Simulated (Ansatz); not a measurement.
KI (Fm-3m): gap, valleys and masses

```
CELL_PARAMETERS angstrom
0.00000 3.50248 3.50248
3.50248 0.00000 3.50248
3.50248 3.50248 0.00000
ATOMIC_POSITIONS crystal
K 0.00000 0.00000 0.00000
I 0.50000 0.50000 0.50000
```

Computed, not measured; unless marked otherwise by PBEsol, all-electron LAPW in Ansatz 0.2.0, scalar-relativistic. k mesh 6×6×6, fixed occupations, basis error target 1 meV/atom. The cell was relaxed by PAW under this functional.

Extrema are searched on a 10×10×10 mesh and refined by Newton steps; masses come from band slopes 0.005 Å⁻¹ away, 1/m* = (1/ħ²) d²E/dk², negative for holes (the finite step makes the lightest masses up to about 3 % heavy). k is in units of the reciprocal vectors.

**Question.** Where are the band edges, and is the gap direct?

**Answer.** The valence maximum lies at Gamma (0.000, 0.000, 0.000) and the conduction minimum at Gamma (0.000, 0.000, 0.000), so the Kohn-Sham gap of 3.873 eV is direct.

**Question.** What are the electron masses at the edge?

**Answer.** The principal masses are 0.318, 0.318, 0.318 mₑ. One valley has a density-of-states mass (m₁m₂m₃)^(1/3) = 0.318; the direction-averaged conductivity mass 3/Σ(1/mᵢ) is 0.318 mₑ.

**Question.** Several bands lie at or near the hole edge, or its surface isn't an ellipsoid. What are the masses by direction?

**Answer.** 

```tsv
direction	branch from the edge	its level at the point (eV from the edge)	m*/mₑ
100	1	0.000	-2.47
100	2	0.000	-2.47
100	3	0.000	-0.437
110	1	0.000	-2.47
110	2	0.000	-2.21
110	3	0.000	-0.446
111	1	0.000	-2.29
111	2	0.000	-2.29
111	3	0.000	-0.449
11-2	1	0.000	-2.38
11-2	2	0.000	-2.29
11-2	3	0.000	-0.446
```

**Question.** Along the Cartesian direction 010 the conduction slope is 0.1198 eV·Å one step out. What is it four steps out, and what does that say?

**Answer.** 0.4779 eV·Å, 3.987 times the first; a parabola would give 4, so the band is nearly parabolic here.

**Question.** What electronic dielectric constant and refractive index follow from the same bands (independent particles)?

**Answer.** ε∞ = (3.34, 3.34, 3.34), so n ≈ √ε∞ = 1.83 (mean over directions) well under the gap and the normal reflectivity is ((n − 1)/(n + 1))² = 0.086. Local fields, left out here, lower ε∞ by several per cent.

**Question.** What gap does PAW give in the same cell?

**Answer.** 3.874 eV, 1 meV from the LAPW value.

Keep in mind: no spin-orbit coupling on heavy atoms; semilocal gaps are low, and what follows the gap (onsets, screening, light masses) shifts with it; without spin-orbit coupling, bands that meet at the valence top are not the light and heavy holes of experiment; the frozen-core PAW files of the compared runs were fitted under PBE, their cores solved anew for this functional.
